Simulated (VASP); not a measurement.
# Ge (Pm-3m) in VASP: a series of runs

The runs below take Ge through relaxation of cell and atoms, relaxation of the atoms, with PBE, RPBE.

All numbers are computed with VASP 6.6.1; they aren't measurements. Logs are shortened: lines on timing, memory, paths and dates and some standing lists are left out, and cuts for length are marked.

## 1. Starting point

It takes space group Pm-3m (No. 221, cubic). Conventional cell: a = 2.710 Å, b = 2.710 Å, c = 2.710 Å, α = 90.00°, β = 90.00°, γ = 90.00°. Ge (site symmetry m-3m) is surrounded by 6 Ge at 2.71 Å.

The cell was built by a generator and needn't be a form met in nature.

## 2. Relaxation of cell and atoms, PBE

Input file INCAR:

```
PREC = Accurate ; ENCUT = 600
EDIFF = 1E-7 ; ISMEAR = 0
SIGMA = 0.05 ; LREAL = F
LASPH = T ; NELM = 60
ALGO = Normal ; ISIF = 3
LWAVE = F ; LCHARG = F
GGA = PE ; IBRION = 2
NSW = 60 ; EDIFFG = -0.005
```

Input file KPOINTS:

```
Automatic mesh
0
Gamma
  10 10 10
```

Input file POSCAR:

```
Ge
1.0
    2.7104700000      0.0000000000      0.0000000000
    0.0000000000      2.7104700000      0.0000000000
    0.0000000000      0.0000000000      2.7104700000
Ge
1
Direct
    0.0000000000      0.0000000000      0.0000000000
```

Potentials or basis: VASP PAW PBE potentials, release 64 (Ge_d).

Run with:

```console
> cat potpaw_PBE.64/Ge_d/POTCAR > POTCAR
> mpirun -np 1 vasp_std > vasp.out
```

OUTCAR:

```text
PREC = Accurate
   ENCUT = 600
   EDIFF = 1E-7
   ISMEAR = 0
   LREAL = F
   LASPH = T
   NELM = 60
   ISIF = 3
   GGA = PE
   IBRION = 2
   NSW = 60
   EDIFFG = -0.005

 ion  position               nearest neighbor table
   1  0.000  0.000  0.000-

  LATTYP: Found a simple cubic cell.
 ALAT       =     2.7104700000

  Lattice vectors:

 A1 = (   2.7104700000,   0.0000000000,   0.0000000000)
 A2 = (   0.0000000000,   2.7104700000,   0.0000000000)
 A3 = (   0.0000000000,   0.0000000000,   2.7104700000)

Analysis of symmetry for initial positions (statically):
=====================================================================
 Subroutine PRICEL returns:
 Original cell was already a primitive cell.

 Routine SETGRP: Setting up the symmetry group for a
 simple cubic supercell.

 Subroutine GETGRP returns: Found 48 space group operations
 (whereof 48 operations were pure point group operations)
 out of a pool of 48 trial point group operations.

The static configuration has the point symmetry O_h .

Analysis of symmetry for dynamics (positions and initial velocities):
=====================================================================
 Subroutine PRICEL returns:
 Original cell was already a primitive cell.

 Routine SETGRP: Setting up the symmetry group for a
 simple cubic supercell.

 Subroutine GETGRP returns: Found 48 space group operations
 (whereof 48 operations were pure point group operations)
 out of a pool of 48 trial point group operations.

The dynamic configuration has the point symmetry O_h .

 Subroutine INISYM returns: Found 48 space group operations
 (whereof 48 operations are pure point group operations),
 and found     1 'primitive' translations

----------------------------------------------------------------------------------------

                                     Primitive cell

  volume of cell :      19.9129

  direct lattice vectors                    reciprocal lattice vectors
     2.710470000  0.000000000  0.000000000     0.368939704  0.000000000  0.000000000
     0.000000000  2.710470000  0.000000000     0.000000000  0.368939704  0.000000000
     0.000000000  0.000000000  2.710470000     0.000000000  0.000000000  0.368939704

  length of vectors
     2.710470000  2.710470000  2.710470000     0.368939704  0.368939704  0.368939704

  position of ions in fractional coordinates (direct lattice)
     0.000000000  0.000000000  0.000000000

  ion indices of the primitive-cell ions
   primitive index   ion index
                 1           1

----------------------------------------------------------------------------------------

 KPOINTS: Automatic mesh

Automatic generation of k-mesh.
 Grid dimensions read from file:
 generate k-points for:   10   10   10

 Generating k-lattice:

  Cartesian coordinates                     Fractional coordinates (reciprocal lattice)
     0.036893970  0.000000000  0.000000000     0.100000000  0.000000000  0.000000000
     0.000000000  0.036893970  0.000000000     0.000000000  0.100000000  0.000000000
     0.000000000  0.000000000  0.036893970     0.000000000  0.000000000  0.100000000

  Length of vectors
     0.036893970  0.036893970  0.036893970

  Shift w.r.t. Gamma in fractional coordinates (k-lattice)
     0.000000000  0.000000000  0.000000000

 Subroutine IBZKPT returns following result:
 ===========================================

 Found     56 irreducible k-points:

 Following reciprocal coordinates:
            Coordinates               Weight
  0.000000  0.000000  0.000000      1.000000
  0.100000  0.000000  0.000000      6.000000
  0.200000  0.000000  0.000000      6.000000
  0.300000  0.000000  0.000000      6.000000
  0.400000  0.000000  0.000000      6.000000
  0.500000  0.000000  0.000000      3.000000
[... 16 lines left out ...]
  0.200000  0.100000  0.100000     24.000000
  0.300000  0.100000  0.100000     24.000000
 [... further k-points ...]
   k-points           NKPTS =     56   k-points in BZ     NKDIM =     56   number of bands    NBANDS=     11
   number of dos      NEDOS =    301   number of ions     NIONS =      1
   total plane-waves  NPLWV =  13824
   dimension x,y,z NGX =    24 NGY =   24 NGZ =   24
   dimension x,y,z NGXF=    48 NGYF=   48 NGZF=   48
   ions per type =               1
   NGX,Y,Z   is equivalent  to a cutoff of  14.72, 14.72, 14.72 a.u.
   NGXF,Y,Z  is equivalent  to a cutoff of  29.44, 29.44, 29.44 a.u.
 SYSTEM =  unknown system
   PREC   = accura    normal or accurate (medium, high low for compatibility)
   ISTART =      0    job   : 0-new  1-cont  2-samecut
   ICHARG =      2    charge: 1-file 2-atom 10-const
   ISPIN  =      1    spin polarized calculation?
   LNONCOLLINEAR =      F non collinear calculations
   LSORBIT =      F    spin-orbit coupling
   LASPH  =      T    aspherical Exc in radial PAW
   ENCUT  =  600.0 eV  44.10 Ry    6.64 a.u.   5.41  5.41  5.41*2*pi/ulx,y,z
   NELM   =     60;   NELMIN=  2; NELMDL= -5     # of ELM steps
   EDIFF  = 0.1E-06   stopping-criterion for ELM
   LREAL  =      F    real-space projection
   EDIFFG = -.5E-02   stopping-criterion for IOM
   NSW    =     60    number of steps for IOM
   IBRION =      2    ionic relax: 0-MD 1-quasi-New 2-CG
   NFREE  =      1    steps in history (QN), initial steepest desc. (CG)
   ISIF   =      3    stress and relaxation
   ISYM   =      2    0-nonsym 1-usesym 2-fastsym
   POTIM  = 0.5000    time-step for ionic-motion
   TEBEG  =    0.0;   TEEND  =   0.0 temperature during run
   PSTRESS=    0.0 pullay stress
   NELECT =      14.0000    total number of electrons
   NUPDOWN=      -1.0000    fix difference up-down
   EMIN   =  10.00;   EMAX   =-10.00  energy-range for DOS
   EFERMI =   0.00;   METHOD = LEGACY
   ISMEAR =     0;   SIGMA  =   0.05  broadening in eV -4-tet -1-fermi 0-gaus
   EFERMI_NEDOS =   21; number of points for ismear=-14 and -15
   IALGO  =     38    algorithm
   IMIX   =      4    mixing-type and parameters
     AMIX     =   0.40;   BMIX     =  1.00
     AMIX_MAG =   1.60;   BMIX_MAG =  1.00
  volume/ion in A,a.u.               =      19.91       134.38
  Fermi-wavevector in a.u.,A,eV,Ry     =   1.455703  2.750881 28.831731  2.119072
  Thomas-Fermi vector in A             =   2.572707
   LORBIT       =      0    0 simple, 1 ext, 2 COOP (PROOUT), +10 PAW based schemes
   GGA     = PE    functional components
   LHFCALC =     F    Hartree Fock is set to
   AEXX    =    0.0000 exact exchange contribution
   IVDW    =     0    specifies the selected vdW correction
   LEPSILON=     F    determine dielectric tensor
   LRPA    =     F    only Hartree local field effects (RPA)
 conjugate gradient relaxation of ions
 non-spin polarized calculation
 Gauss-broadening in eV      SIGMA  =   0.05
  energy-cutoff  :      600.00
  volume of cell :       19.91
 maximum number of plane-waves:       691
 NGX is ok and might be reduce to    24
   NGX = 11   NGY = 11   NGZ = 11

--------------------------------------- Ionic step        1  -------------------------------------------

 number of electron      13.9999994 magnetization

 Free energy of the ion-electron system (eV)
  ---------------------------------------------------
  ext. energy  EPLUGINS =         0.00000000
  ---------------------------------------------------
  free energy    TOTEN  =        -4.30232707 eV

  energy without entropy =       -4.30182780  energy(sigma->0) =       -4.30207744

------------------------ aborting loop because EDIFF is reached ----------------------------------------

  FORCE on cell =-STRESS in cart. coord.  units (eV):
  Direction    XX          YY          ZZ          XY          YZ          ZX
  --------------------------------------------------------------------------------------
  -------------------------------------------------------------------------------------
  Total       -0.0760573     -0.0760573     -0.0760573     -0.0000000      0.0000000      0.0000000
  in kB       -6.1195280     -6.1195280     -6.1195280     -0.0000000      0.0000000      0.0000000
  external PRESSURE =      -6.1195280 kB  Pullay stress =       0.0000000 kB
[... 55 lines left out ...]
  energy  without entropy=       -4.3020171071  energy(sigma->0) =       -4.30226370

--------------------------------------- Ionic step        3  -------------------------------------------

 number of electron      13.9999992 magnetization

 Free energy of the ion-electron system (eV)
  ---------------------------------------------------
  ext. energy  EPLUGINS =         0.00000000
  ---------------------------------------------------
  free energy    TOTEN  =        -4.30256554 eV

  energy without entropy =       -4.30207133  energy(sigma->0) =       -4.30231844

 E-fermi :   5.9808     XC(G=0): -10.9434

 val. band max:        5.9519774729   @ k =   0.3000   0.3000   0.2000
 cond. band min:       6.0978070165   @ k =   0.4000   0.4000   0.3000
 fundamental gap:      0.1458295436
 Fermi energy:         5.9807574480

 k-point     1 :       0.0000    0.0000    0.0000
  band No.  band energies     occupation
      1     -18.6927      2.00000
      2     -18.6927      2.00000
      3     -18.4448      2.00000
      4     -18.4448      2.00000
      5     -18.4448      2.00000
      6      -6.7973      2.00000
      7      12.6142      0.00000
      8      12.6142      0.00000
      9      12.6142      0.00000
     10      16.0364      0.00000
     11      16.0364      0.00000
[... 309 lines left out ...]
 k-point    24 :       0.3000    0.1000    0.1000
  band No.  band energies     occupation
      1     -18.6554      2.00000
      2     -18.5526      2.00000
      3     -18.4951      2.00000
      4     -18.4939      2.00000
      5     -18.4535      2.00000
      6      -4.6721      2.00000
      7       4.4098      2.00000
      8      11.7698      0.00000
      9      12.4562      0.00000
     10      20.3530      0.00000
     11      20.6078      0.00000

 [... further k-points ...]

------------------------ aborting loop because EDIFF is reached ----------------------------------------

  FORCE on cell =-STRESS in cart. coord.  units (eV):
  Direction    XX          YY          ZZ          XY          YZ          ZX
  --------------------------------------------------------------------------------------
  -------------------------------------------------------------------------------------
  Total       -0.0033706     -0.0033706     -0.0033706     -0.0000000      0.0000000      0.0000000
  in kB       -0.2730943     -0.2730943     -0.2730943     -0.0000000      0.0000000      0.0000000
  external PRESSURE =      -0.2730943 kB  Pullay stress =       0.0000000 kB
[... 16 lines left out ...]
  FREE ENERGIE OF THE ION-ELECTRON SYSTEM (eV)
  ---------------------------------------------------
  free  energy   TOTEN  =        -4.3025655406 eV

  energy  without entropy=       -4.3020713331  energy(sigma->0) =       -4.30231844

 reached required accuracy - stopping structural energy minimisation
```

Wall time 19 s (1 thread of Intel Xeon Platinum 8488C (Sapphire Rapids), shared host); peak memory 0.14 GiB.

Results:

```
Free energy                            : -4.3026 eV
Relaxed volume                         : 19.77 Å³/atom
Relaxed cell                           : a = 2.704 Å, b = 2.704 Å, c = 2.704 Å, α = 90.00°, β = 90.00°, γ = 90.00°
Space group after relaxing (to 0.05 Å) : Pm-3m (No. 221)
Energy gained by relaxing              : 0.2 meV/atom
Ionic steps                            : 3
Pressure after relaxing                : 0.0 GPa
Band gap on the k mesh                 : none (metal or under the smearing width)
```

Step by step:
```
step  energy change (eV)  largest force (eV/Å)  pressure (GPa)  volume (Å³)
   1              0.0000                0.0000           -0.61        19.91
   2             -0.0002                0.0000            0.24        19.69
   3             -0.0002                0.0000           -0.03        19.77
```

Final structure:
```xyz
1
Lattice="2.7042 0.0000 0.0000 0.0000 2.7042 0.0000 0.0000 0.0000 2.7042" Properties=species:S:1:pos:R:3 pbc="T T T"
Ge    0.0000    0.0000    0.0000
```

Levels at points of the mesh, in eV from the Fermi level:
```csv
k point,band 5,band 6,band 7,band 8,band 9,band 10
"(0.00, 0.00, 0.00)",-24.43,-12.78,6.63,6.63,6.63,10.06
"(0.50, 0.00, 0.00)",-24.42,-9.04,-5.60,9.51,9.51,13.28
"(0.50, 0.50, 0.00)",-24.35,-5.07,-2.53,-2.53,3.19,12.33
"(0.50, 0.50, 0.50)",-24.35,-0.48,0.34,0.34,0.34,6.91
```

## 3. Relaxation of the atoms, RPBE

Input file INCAR:

```
SYSTEM = Ge
PREC     = Accurate       ! precision mode
ENCUT    = 520            ! plane-wave cutoff, eV
EDIFF    = 1E-6           ! SCF threshold, eV
ISMEAR   = 0              ! smearing method
SIGMA    = 0.05           ! smearing width, eV
LREAL    = .False.        ! projectors in reciprocal space
LASPH    = .True.         ! aspherical terms in the spheres
NELM     = 80             ! most SCF steps
ALGO     = Normal         ! electronic algorithm
ISIF     = 2              ! what is computed and relaxed
LWAVE    = .False.        ! write WAVECAR
LCHARG   = .False.        ! write CHGCAR
GGA      = RP             ! functional
IBRION   = 2              ! ionic algorithm
NSW      = 40             ! ionic steps
EDIFFG   = -0.01          ! ionic threshold
```

Input file KPOINTS:

```
regular mesh
0
Gamma
  10 10 10
  0 0 0
```

POSCAR is that of step 2.

Potentials or basis: VASP PAW PBE potentials, release 64 (Ge_d).

Run with:

```console
> cat potpaw_PBE.64/Ge_d/POTCAR > POTCAR
> mpirun -np 1 vasp_std > vasp.out
```

OUTCAR:

```text
SYSTEM = Ge
   PREC = Accurate
   ENCUT = 520
   EDIFF = 1E-6
   ISMEAR = 0
   LREAL = .False.
   LASPH = .True.
   NELM = 80
   ISIF = 2
   GGA = RP
   IBRION = 2
   NSW = 40
   EDIFFG = -0.01

 ion  position               nearest neighbor table
   1  0.000  0.000  0.000-

  LATTYP: Found a simple cubic cell.
 ALAT       =     2.7104700000

  Lattice vectors:

 A1 = (   2.7104700000,   0.0000000000,   0.0000000000)
 A2 = (   0.0000000000,   2.7104700000,   0.0000000000)
 A3 = (   0.0000000000,   0.0000000000,   2.7104700000)

Analysis of symmetry for initial positions (statically):
=====================================================================
 Subroutine PRICEL returns:
 Original cell was already a primitive cell.

 Routine SETGRP: Setting up the symmetry group for a
 simple cubic supercell.

 Subroutine GETGRP returns: Found 48 space group operations
 (whereof 48 operations were pure point group operations)
 out of a pool of 48 trial point group operations.

The static configuration has the point symmetry O_h .

[... 169 lines left out ...]
      1     -18.7032      2.00000
      2     -18.7032      2.00000
      3     -18.4627      2.00000
      4     -18.4627      2.00000
      5     -18.4627      2.00000
      6      -6.6895      2.00000
      7      12.6492      0.00000
      8      12.6492      0.00000
      9      12.6492      0.00000
     10      15.9859      0.00000
     11      15.9859      0.00000
[... 309 lines left out ...]
 k-point    24 :       0.3000    0.1000    0.1000
  band No.  band energies     occupation
      1     -18.6670      2.00000
      2     -18.5667      2.00000
      3     -18.5116      2.00000
      4     -18.5104      2.00000
      5     -18.4712      2.00000
      6      -4.5746      2.00000
      7       4.4623      2.00000
      8      11.7878      0.00000
      9      12.4889      0.00000
     10      20.3631      0.00000
     11      20.5672      0.00000

 [... further k-points ...]

------------------------ aborting loop because EDIFF is reached ----------------------------------------

  FORCE on cell =-STRESS in cart. coord.  units (eV):
  Direction    XX          YY          ZZ          XY          YZ          ZX
  --------------------------------------------------------------------------------------
  -------------------------------------------------------------------------------------
  Total        0.1206904      0.1206904      0.1206904      0.0000000      0.0000000      0.0000000
  in kB        9.7106787      9.7106787      9.7106787      0.0000000      0.0000000      0.0000000
  external PRESSURE =       9.7106787 kB  Pullay stress =       0.0000000 kB

 VOLUME and BASIS-vectors are now :
 -----------------------------------------------------------------------------
  energy-cutoff  :      520.00
  volume of cell :       19.91
      direct lattice vectors                 reciprocal lattice vectors
     2.710470000  0.000000000  0.000000000     0.368939704  0.000000000  0.000000000
     0.000000000  2.710470000  0.000000000     0.000000000  0.368939704  0.000000000
     0.000000000  0.000000000  2.710470000     0.000000000  0.000000000  0.368939704

 POSITION                                       TOTAL-FORCE (eV/Angst)
 -----------------------------------------------------------------------------------
      0.00000      0.00000      0.00000         0.000000      0.000000      0.000000
 -----------------------------------------------------------------------------------
    total drift:                                0.000000      0.000000      0.000000

  FREE ENERGIE OF THE ION-ELECTRON SYSTEM (eV)
  ---------------------------------------------------
  free  energy   TOTEN  =        -3.9332451192 eV

  energy  without entropy=       -3.9327510609  energy(sigma->0) =       -3.93299809

 reached required accuracy - stopping structural energy minimisation
```

CONTCAR:

```text
Ge
   1.00000000000000
     2.7104699999999999    0.0000000000000000    0.0000000000000000
     0.0000000000000000    2.7104699999999999    0.0000000000000000
     0.0000000000000000    0.0000000000000000    2.7104699999999999
  Ge
     1
Direct
     0.0000000000000000    0.0000000000000000    0.0000000000000000

  0.00000000E+00  0.00000000E+00  0.00000000E+00
```

It took 5.7 s on 1 thread of Intel Xeon Platinum 8488C (Sapphire Rapids), shared host; peak memory 0.12 GiB.

What came out:

- Free energy: -3.9332 eV
- Pressure after relaxing: 1.0 GPa
- Band gap on the k mesh: none (metal or under the smearing width)

Final structure:
```
Ge
1.0
     2.71047    0.00000    0.00000
     0.00000    2.71047    0.00000
     0.00000    0.00000    2.71047
Ge
1
Direct
  0.00000 0.00000 0.00000
```

Caveat: the relaxation stopped at its first step, so nothing moved; the PAW data sets were made with another functional, which shifts forces and pressure a little.
